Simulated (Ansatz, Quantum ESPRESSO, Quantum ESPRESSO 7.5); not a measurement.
**Ballistic transmission: Nb chain with one Al atom in line**

How well does the junction conduct in the ballistic limit? It is: Nb chain with one Al atom in line.

Main program and level: Quantum ESPRESSO 7.5; plane-wave DFT, PBE, GBRV ultrasoft pseudopotentials (cross-check by Ansatz 0.2.0 with PAW datasets).

**1. The structure**

The cell holds 15 atoms: 14 Nb and 1 Al. Its edges and angles: a = 7.500 Å, b = 7.500 Å, c = 35.298 Å, α = 90.0°, β = 90.0°, γ = 90.0°. Regions: left lead, 7 atoms (7 Nb); channel, 1 atom (1 Al); right lead, 7 atoms (7 Nb). Vacuum lies along a and b. The structure is stacked along c, and the current runs across the ab planes.

**2. SCF with pw.x**

One periodic cell holds a stretch of lead, the junction and more lead; the atoms stay as built.

Contents of scf.in:

```
&control
  prefix = 'scf'
  outdir = './out'
  pseudo_dir = './pseudo'
  calculation = 'scf'
  tprnfor = .true.
/
&system
  ibrav = 0
  nat = 15
  ntyp = 2
  ecutwfc = 34
  ecutrho = 170
  occupations = 'smearing'
  smearing = 'mv'
  degauss = 0.01
/
&electrons
  conv_thr = 1e-07
  mixing_beta = 0.25
  electron_maxstep = 120
  mixing_mode = 'local-TF'
/
ATOMIC_SPECIES
  Nb  92.9064  nb_pbe_v1.uspp.F.UPF
  Al  26.9815  al_pbe_v1.uspp.F.UPF
CELL_PARAMETERS angstrom
  7.50000000000000 0.00000000000000 0.00000000000000
  0.00000000000000 7.50000000000000 0.00000000000000
  0.00000000000000 0.00000000000000 35.29820000000000
ATOMIC_POSITIONS crystal
  Nb  0.500000000000 0.500000000000 0.000000000000
  Nb  0.500000000000 0.500000000000 0.066575632752
  Nb  0.500000000000 0.500000000000 0.133151265504
  Nb  0.500000000000 0.500000000000 0.199726898255
  Nb  0.500000000000 0.500000000000 0.266302531007
  Nb  0.500000000000 0.500000000000 0.332878163759
  Nb  0.500000000000 0.500000000000 0.399453796511
  Al  0.500000000000 0.500000000000 0.466712183624
  Nb  0.500000000000 0.500000000000 0.533970570737
  Nb  0.500000000000 0.500000000000 0.600546203489
  Nb  0.500000000000 0.500000000000 0.667121836241
  Nb  0.500000000000 0.500000000000 0.733697468993
  Nb  0.500000000000 0.500000000000 0.800273101745
  Nb  0.500000000000 0.500000000000 0.866848734496
  Nb  0.500000000000 0.500000000000 0.933424367248
K_POINTS automatic
  1 1 3 0 0 0
```

The run is started by

```console
$ OMP_NUM_THREADS=1 mpirun -n 4 pw.x -nk 1 -in scf.in > scf.out
```

Log:

```text
Program PWSCF v.7.5 starts
[citation notice left out]

     Parallel version (MPI & OpenMP), running on       4 processor cores
     Number of MPI processes:                 4
     Threads/MPI process:                     1

     MPI processes distributed on     1 nodes
[...]
Current dimensions of program PWSCF are:
     Max number of different atomic species (ntypx) = 10
     Max number of k-points (npk) =  40000
     Max angular momentum in pseudopotentials (lmaxx) =  4
     Message from routine setup:
     using ibrav=0 with symmetry is DISCOURAGED, use correct ibrav instead

     R & G space division:  proc/nbgrp/npool/nimage =       4
     Subspace diagonalization in iterative solution of the eigenvalue problem:
     a serial algorithm will be used

     Parallelization info
     --------------------
     sticks:   dense  smooth     PW     G-vecs:    dense   smooth      PW
     Min         677     544    138               125415    89720   11408
     Max         678     545    139               125440    89737   11419
     Sum        2709    2177    553               501689   358911   45653

     Using Slab Decomposition

     bravais-lattice index     =            0
     lattice parameter (alat)  =      14.1729  a.u.
     unit-cell volume          =   13398.9784 (a.u.)^3
     number of atoms/cell      =           15
     number of atomic types    =            2
     number of electrons       =       185.00
     number of Kohn-Sham states=          112
     kinetic-energy cutoff     =      34.0000  Ry
     charge density cutoff     =     170.0000  Ry
     scf convergence threshold =      1.0E-07
     mixing beta               =       0.2500
     number of iterations used =            8  local-TF  mixing
     Exchange-correlation= SLA  PW   PBE  PBE
                           (   1   4   3   4   0   0   0)

     celldm(1)=  14.172946  celldm(2)=   0.000000  celldm(3)=   0.000000
     celldm(4)=   0.000000  celldm(5)=   0.000000  celldm(6)=   0.000000

     crystal axes: (cart. coord. in units of alat)
               a(1) = (   1.000000   0.000000   0.000000 )
               a(2) = (   0.000000   1.000000   0.000000 )
               a(3) = (   0.000000   0.000000   4.706427 )

     reciprocal axes: (cart. coord. in units 2 pi/alat)
               b(1) = (  1.000000  0.000000  0.000000 )
               b(2) = (  0.000000  1.000000  0.000000 )
               b(3) = (  0.000000  0.000000  0.212475 )

     PseudoPot. # 1 for Nb read from file:
     ./pseudo/nb_pbe_v1.uspp.F.UPF
     Pseudo is Ultrasoft + core correction, Zval = 13.0
     Generated by new atomic code, or converted to UPF format
     Using radial grid of  887 points,  6 beta functions with:
                l(1) =   0
                l(2) =   0
                l(3) =   1
                l(4) =   1
                l(5) =   2
                l(6) =   2
     Q(r) pseudized with  6 coefficients,  rinner =    1.000   1.000   1.000
                                                       1.000   1.000

     PseudoPot. # 2 for Al read from file:
     ./pseudo/al_pbe_v1.uspp.F.UPF
     Pseudo is Ultrasoft + core correction, Zval =  3.0
     Generated by new atomic code, or converted to UPF format
     Using radial grid of  893 points,  3 beta functions with:
                l(1) =   0
                l(2) =   1
                l(3) =   2
     Q(r) pseudized with  8 coefficients,  rinner =    0.900   0.900   0.900
                                                       0.900   0.900

     atomic species   valence    mass     pseudopotential
     Nb               13.00    92.90640     Nb( 1.00)
     Al                3.00    26.98150     Al( 1.00)

      8 Sym. Ops. (no inversion) found

   Cartesian axes

     site n.     atom                  positions (alat units)
         1        Nb     tau(   1) = (   0.5000000   0.5000000   0.0000000  )
         2        Nb     tau(   2) = (   0.5000000   0.5000000   0.3133333  )
         3        Nb     tau(   3) = (   0.5000000   0.5000000   0.6266667  )
         4        Nb     tau(   4) = (   0.5000000   0.5000000   0.9400000  )
         5        Nb     tau(   5) = (   0.5000000   0.5000000   1.2533333  )
         6        Nb     tau(   6) = (   0.5000000   0.5000000   1.5666667  )
         7        Nb     tau(   7) = (   0.5000000   0.5000000   1.8800000  )
         8        Al     tau(   8) = (   0.5000000   0.5000000   2.1965467  )
         9        Nb     tau(   9) = (   0.5000000   0.5000000   2.5130933  )
        10        Nb     tau(  10) = (   0.5000000   0.5000000   2.8264267  )
        11        Nb     tau(  11) = (   0.5000000   0.5000000   3.1397600  )
        12        Nb     tau(  12) = (   0.5000000   0.5000000   3.4530933  )
        13        Nb     tau(  13) = (   0.5000000   0.5000000   3.7664267  )
        14        Nb     tau(  14) = (   0.5000000   0.5000000   4.0797600  )
        15        Nb     tau(  15) = (   0.5000000   0.5000000   4.3930933  )

     number of k points=     2  Marzari-Vanderbilt smearing, width (Ry)=  0.0100
                       cart. coord. in units 2pi/alat
        k(    1) = (   0.0000000   0.0000000   0.0000000), wk =   0.6666667
        k(    2) = (   0.0000000   0.0000000   0.0708251), wk =   1.3333333

     Dense  grid:   501689 G-vectors     FFT dimensions: (  60,  60, 288)

     Smooth grid:   358911 G-vectors     FFT dimensions: (  54,  54, 250)

     Estimated max dynamical RAM per process >     611.25 MB

     Estimated total dynamical RAM >       2.39 GB

     Check: negative core charge=   -0.000002

     Initial potential from superposition of free atoms

     starting charge     184.9593, renormalised to     185.0000

     negative rho (up, down):  9.872E-03 0.000E+00
     Starting wfcs are  186 randomized atomic wfcs

     total cpu time spent up to now is        4.4 secs

     per-process dynamical memory:   157.7 Mb

     Self-consistent Calculation

     iteration #  1     ecut=    34.00 Ry     beta= 0.25
     Davidson diagonalization with overlap
     ethr =  1.00E-02,  avg # of iterations =  2.0

     negative rho (up, down):  7.460E-03 0.000E+00

     total cpu time spent up to now is       11.9 secs

     total energy              =   -1653.33682949 Ry
     estimated scf accuracy    <       1.93288420 Ry

     iteration #  2     ecut=    34.00 Ry     beta= 0.25
[...]
negative rho (up, down):  4.755E-03 0.000E+00

[...]
total energy              =   -1653.21616402 Ry
     estimated scf accuracy    <       1.00728780 Ry

[...]
iteration # 10     ecut=    34.00 Ry     beta= 0.25
[...]
negative rho (up, down):  2.283E-03 0.000E+00

[...]
total energy              =   -1653.07643055 Ry
     estimated scf accuracy    <       0.02739352 Ry

     iteration # 11     ecut=    34.00 Ry     beta= 0.25
[...]
negative rho (up, down):  2.706E-03 0.000E+00

[...]
total energy              =   -1653.07482407 Ry
     estimated scf accuracy    <       0.01284479 Ry

     iteration # 12     ecut=    34.00 Ry     beta= 0.25
[...]
c_bands:  1 eigenvalues not converged
[...]
negative rho (up, down):  3.028E-03 0.000E+00

[...]
total energy              =   -1653.07711206 Ry
     estimated scf accuracy    <       0.01191741 Ry

     iteration # 13     ecut=    34.00 Ry     beta= 0.25
[...]
negative rho (up, down):  3.338E-03 0.000E+00

[...]
total energy              =   -1653.07635000 Ry
     estimated scf accuracy    <       0.00935139 Ry

     iteration # 14     ecut=    34.00 Ry     beta= 0.25
[...]
negative rho (up, down):  4.787E-03 0.000E+00

[...]
total energy              =   -1653.07655144 Ry
     estimated scf accuracy    <       0.00123417 Ry

[...]
iteration # 23     ecut=    34.00 Ry     beta= 0.25
[...]
negative rho (up, down):  7.719E-03 0.000E+00

[...]
total energy              =   -1653.07704880 Ry
     estimated scf accuracy    <       0.00001082 Ry

     iteration # 24     ecut=    34.00 Ry     beta= 0.25
[...]
negative rho (up, down):  7.780E-03 0.000E+00

[...]
total energy              =   -1653.07704844 Ry
     estimated scf accuracy    <       0.00000730 Ry

     iteration # 25     ecut=    34.00 Ry     beta= 0.25
[...]
negative rho (up, down):  7.831E-03 0.000E+00

[...]
total energy              =   -1653.07704886 Ry
     estimated scf accuracy    <       0.00000098 Ry

     iteration # 26     ecut=    34.00 Ry     beta= 0.25
[...]
negative rho (up, down):  7.920E-03 0.000E+00

[...]
total energy              =   -1653.07704901 Ry
     estimated scf accuracy    <       0.00000043 Ry

     iteration # 27     ecut=    34.00 Ry     beta= 0.25
[...]
negative rho (up, down):  7.919E-03 0.000E+00

[...]
total energy              =   -1653.07704898 Ry
     estimated scf accuracy    <       0.00000042 Ry

     iteration # 28     ecut=    34.00 Ry     beta= 0.25
[...]
negative rho (up, down):  7.937E-03 0.000E+00

[...]
total energy              =   -1653.07704902 Ry
     estimated scf accuracy    <       0.00000023 Ry

     iteration # 29     ecut=    34.00 Ry     beta= 0.25
[...]
negative rho (up, down):  7.958E-03 0.000E+00

[...]
total energy              =   -1653.07704901 Ry
     estimated scf accuracy    <       0.00000014 Ry

     iteration # 30     ecut=    34.00 Ry     beta= 0.25
[...]
negative rho (up, down):  7.929E-03 0.000E+00

[...]
End of self-consistent calculation

          k = 0.0000 0.0000 0.0000 ( 44907 PWs)   bands (ev):

   -56.3107 -56.2866 -56.2495 -56.2139 -56.1724 -56.0962 -56.0143 -55.9351
   -55.8573 -55.7795 -55.6922 -55.6289 -55.5908 -55.5723 -33.9721 -33.8508
   -33.6563 -33.4002 -33.0944 -32.7229 -32.4043 -32.4043 -32.4016 -32.4016
   -32.3840 -32.3840 -32.3580 -32.3580 -32.3260 -32.3126 -32.3126 -32.2413
   -32.2413 -32.1726 -32.1726 -32.1099 -32.1099 -32.0497 -32.0497 -31.9865
   -31.9865 -31.9148 -31.9148 -31.9124 -31.8644 -31.8644 -31.8359 -31.8359
   -31.8266 -31.8266 -31.4984 -31.1019 -30.7260 -30.4091 -30.1749 -30.0299
    -5.7726  -4.1982  -4.0207  -3.6540  -3.6540  -3.5072  -3.5072  -3.2979
    -3.2979  -3.2302  -3.1146  -2.9585  -2.9585  -2.6642  -2.6642  -2.5616
    -2.4781  -2.3343  -2.1542  -2.1150  -2.1150  -1.9368  -1.8056  -1.8056
    -1.7212  -1.6240  -1.5482  -1.5270  -1.4972  -1.4873  -1.4372  -1.3966
    -1.3453  -1.2703  -1.2199  -1.1880  -1.1436  -1.0954  -1.0636  -1.0636
    -0.9408  -0.9009  -0.8769  -0.8769  -0.8719  -0.7357  -0.6973  -0.4856
    -0.4548  -0.4334  -0.2530  -0.2247  -0.0317  -0.0317  -0.0073   0.0156

          k = 0.0000 0.0000 0.0708 ( 44828 PWs)   bands (ev):

   -56.3107 -56.2866 -56.2495 -56.2139 -56.1724 -56.0962 -56.0143 -55.9352
   -55.8573 -55.7795 -55.6922 -55.6289 -55.5908 -55.5722 -33.9720 -33.8509
   -33.6560 -33.4006 -33.0939 -32.7237 -32.4043 -32.4043 -32.4016 -32.4016
   -32.3840 -32.3840 -32.3580 -32.3580 -32.3251 -32.3126 -32.3126 -32.2413
   -32.2413 -32.1726 -32.1726 -32.1099 -32.1099 -32.0497 -32.0497 -31.9865
   -31.9865 -31.9148 -31.9148 -31.9134 -31.8643 -31.8643 -31.8359 -31.8359
   -31.8266 -31.8266 -31.4973 -31.1028 -30.7253 -30.4097 -30.1746 -30.0300
    -5.7726  -4.2442  -3.8859  -3.6522  -3.6522  -3.5428  -3.5151  -3.5151
    -3.2784  -3.2784  -2.9984  -2.9984  -2.7274  -2.6004  -2.6004  -2.5609
    -2.4797  -2.3316  -2.2527  -2.2188  -2.2188  -2.0936  -1.9107  -1.6612
    -1.6612  -1.5930  -1.5477  -1.4968  -1.4894  -1.4388  -1.3913  -1.3413
    -1.3117  -1.2796  -1.2785  -1.2785  -1.2273  -1.1323  -1.0860  -0.9931
    -0.9523  -0.9104  -0.8624  -0.7237  -0.6874  -0.6332  -0.6332  -0.4976
    -0.4647  -0.4012  -0.3384  -0.3079  -0.3079  -0.2419  -0.2156   0.0054

     the Fermi energy is    -1.1798 ev

!    total energy              =   -1653.07704896 Ry
     estimated scf accuracy    <       0.00000008 Ry
     smearing contrib. (-TS)   =       0.00352207 Ry
     internal energy E=F+TS    =   -1653.08057103 Ry

     The total energy is F=E-TS. E is the sum of the following terms:
     one-electron contribution =   -2193.03095518 Ry
     hartree contribution      =    1063.78440347 Ry
     xc contribution           =    -259.79467943 Ry
     ewald contribution        =    -264.03933989 Ry

     convergence has been achieved in  30 iterations

     negative rho (up, down):  7.929E-03 0.000E+00

     Forces acting on atoms (cartesian axes, Ry/au):

     atom    1 type  1   force =     0.00000000    0.00000000    0.01257310
     atom    2 type  1   force =     0.00000000    0.00000000   -0.00611753
     atom    3 type  1   force =     0.00000000    0.00000000   -0.00496632
     atom    4 type  1   force =     0.00000000    0.00000000    0.01957216
     atom    5 type  1   force =     0.00000000    0.00000000   -0.03858422
     atom    6 type  1   force =     0.00000000    0.00000000    0.09524840
     atom    7 type  1   force =     0.00000000    0.00000000   -0.17710585
     atom    8 type  2   force =     0.00000000    0.00000000    0.00000163
     atom    9 type  1   force =     0.00000000    0.00000000    0.17705371
     atom   10 type  1   force =     0.00000000    0.00000000   -0.09540295
     atom   11 type  1   force =     0.00000000    0.00000000    0.03847693
     atom   12 type  1   force =     0.00000000    0.00000000   -0.01955218
     atom   13 type  1   force =     0.00000000    0.00000000    0.00521301
     atom   14 type  1   force =     0.00000000    0.00000000    0.00626643
     atom   15 type  1   force =     0.00000000    0.00000000   -0.01267630

     Total force =     0.291668     Total SCF correction =     0.000641

[...]
=------------------------------------------------------------------------------=
   JOB DONE.
=------------------------------------------------------------------------------=
```

Run time: 4 min. Hardware: 4 MPI ranks of Arm Neoverse V2, shared host; peak memory 2.4 GiB.

Numbers from this step:

- free energy: -22491.2590 eV
- Fermi energy: -1.180 eV

The program's own clock; routines nest. Time by routine:

| routine | wall time (s) | calls |
| --- | --- | --- |
| PWSCF | 239.7 | 1 |
| electrons | 233.3 | 1 |
| c_bands | 159.4 | 30 |
| cegterg | 156.4 | 60 |
| h_psi | 95.02 | 324 |
| fftw | 73.64 | 37084 |
| vloc_psi | 64.77 | 324 |
| sum_band | 38.11 | 30 |
| calbec | 22.05 | 392 |
| mix_rho | 18.12 | 30 |
| newd | 15.42 | 31 |
| h_psi:calbec | 14.81 | 324 |
| add_vuspsi | 14.59 | 324 |
| s_psi | 14.56 | 324 |

The run needed 30 iterations to bring the estimated error under 1e-07 Ry; the largest force on any atom, held or free, is 4.55 eV/Å.

(Continued in part 2 of 4.)

[Logs are printed without paths, hosts, clocks, repeated set-up lines and the standing remarks that a program may print on its own settings, such as how far it seeks lower states.]

[Hosts, paths, dates, database ids (printed as entryN), source tags and the programs' standing remarks are cut or masked in the printed files.]

[Maps of the electrostatic potential energy from Ansatz leave out the sawtooth potential of an applied field or a dipole correction, so their vacuum need not be flat; planar profiles and work functions include it.]
